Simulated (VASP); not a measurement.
Input of a VASP 6.6.1 run:

File POSCAR:

```
GaAs
1.0
    0.0000000000      2.8335662500      2.8123675000
    2.8335662500      0.0000000000      2.8123675000
    2.8335662500      2.8335662500      0.0000000000
Ga As
1 1
Direct
    0.0000000000      0.0000000000      0.0000000000
    0.2500000000      0.2500000000      0.2500000000
```

Contents of INCAR.step1:

```
ALGO     = Normal         # electronic algorithm
EDIFF    = 1E-5           # SCF threshold, eV
ENCUT    = 520            # plane-wave cutoff, eV
GGA      = PE             # functional
GGA_COMPAT= False        
ISIF     = 2              # what is computed and relaxed
ISMEAR   = 0              # smearing method
LASPH    = True           # aspherical terms in the spheres
LCHARG   = False          # write CHGCAR
LORBIT   = 11             # projections on sites
LREAL    = False          # projectors in reciprocal space
LSORBIT  = True           # spin-orbit coupling
LWAVE    = True           # write WAVECAR
MAGMOM   = 0 0 0 0 0 0    # initial moments
NELM     = 60             # most SCF steps
PREC     = Accurate       # precision mode
SIGMA    = 0.02           # smearing width, eV
```

INCAR.step2

```
ALGO     = Normal         # electronic algorithm
EDIFF    = 1E-7           # SCF threshold, eV
ENCUT    = 520            # plane-wave cutoff, eV
GGA_COMPAT= False        
ISIF     = 2              # what is computed and relaxed
ISMEAR   = 0              # smearing method
ISTART   = 1            
LASPH    = True           # aspherical terms in the spheres
LCHARG   = False          # write CHGCAR
LORBIT   = 11             # projections on sites
LREAL    = False          # projectors in reciprocal space
LSORBIT  = True           # spin-orbit coupling
LWAVE    = False          # write WAVECAR
MAGMOM   = 0 0 0 0 0 0    # initial moments
METAGGA  = MBJ            # meta-GGA
NELM     = 60             # most SCF steps
PREC     = Accurate       # precision mode
SIGMA    = 0.02           # smearing width, eV
```

File KPOINTS:

```
k-points
0
Gamma
  8 8 8
```

Potentials or basis: VASP PAW PBE potentials, release 64 (Ga_d, As).

Command:

```console
$ cat potpaw_PBE.64/Ga_d/POTCAR potpaw_PBE.64/As/POTCAR > POTCAR
$ cp INCAR.step1 INCAR
$ mpirun -np 1 vasp_ncl > vasp.out
$ cp INCAR.step2 INCAR
$ mpirun -np 1 vasp_ncl > vasp.out
```

**Question.** Predict the net moment.

**Answer.** 0.00 μB per cell.

Moments on the atoms (μB; x, y, z):
```
Ga  0.00 0.00 0.00
As  0.00 0.00 0.00
```
